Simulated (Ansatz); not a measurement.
# Ga

```
CELL_PARAMETERS angstrom
-1.40400 1.40400 2.22900
1.40400 -1.40400 2.22900
1.40400 1.40400 -2.22900
ATOMIC_POSITIONS crystal
Ga 0.00000 0.00000 0.00000
```

Conventional cell: a = 2.808 Å, b = 2.808 Å, c = 4.458 Å, α = 90.00°, β = 90.00°, γ = 90.00°. Around Ga (atom 1) lie 12 Ga at 2.81 to 2.99 Å.

The cell is COD entry 9012723, as deposited and not checked against the literature; nothing was relaxed.

These are results of DFT, PBE, all-electron LAPW, scalar-relativistic in Ansatz 0.2.0, not measurements.

Sampling and basis: a Γ-centred 16×16×16 k mesh, Fermi–Dirac smearing of 0.03 eV, basis error target 1 meV/atom, no spin polarisation.

```yaml
Pressure_at_this_cell: 4.50 GPa
Band_gap: "none: with an odd electron count and no spin polarisation the bands can't all be full, a metal in this set-up (spin order or a larger cell could open a gap)"
Stress_xx_yy_zz_compression_positive: 4.80, 4.80, 3.89 GPa
Density_of_states_at_the_Fermi_level_0.2_eV_bin: 0.35 states/eV per cell
Volume_per_atom: 17.58 Å³
```
